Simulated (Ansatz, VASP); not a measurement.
# One calculation of Cd, two programs

```
Cd
1.0
    -1.78432    1.78432    1.78432
     1.78432   -1.78432    1.78432
     1.78432    1.78432   -1.78432
Cd
1
Direct
  0.00000 0.00000 0.00000
```

This isn't the form of Cd at room conditions, which is hcp.

Alike in both runs: task single point; functional PBEsol; k mesh 7 × 7 × 7; occupations fermi-dirac, width 0.15 eV; no spin polarisation.

|  | VASP | Ansatz |
| --- | --- | --- |
| version | VASP 6.6.1 | Ansatz 0.2.0 |
| potentials or method | VASP PAW PBE potentials, release 64 (Cd) | plane waves, PAW |
| plane-wave cutoff (eV) | 520 | 422 |
| valence electrons in the cell | 12 | 20 |

|  | VASP | Ansatz | Ansatz less VASP |
| --- | --- | --- | --- |
| pressure (GPa) | -2.7 | -2.9 | -0.22 |

With one functional, cell and mesh, what is left measures potentials, basis and numerics. The two sets of potentials don't hold the same shells in valence.

Caveats: the PAW data sets were made with another functional, which shifts forces and pressure a little (VASP).
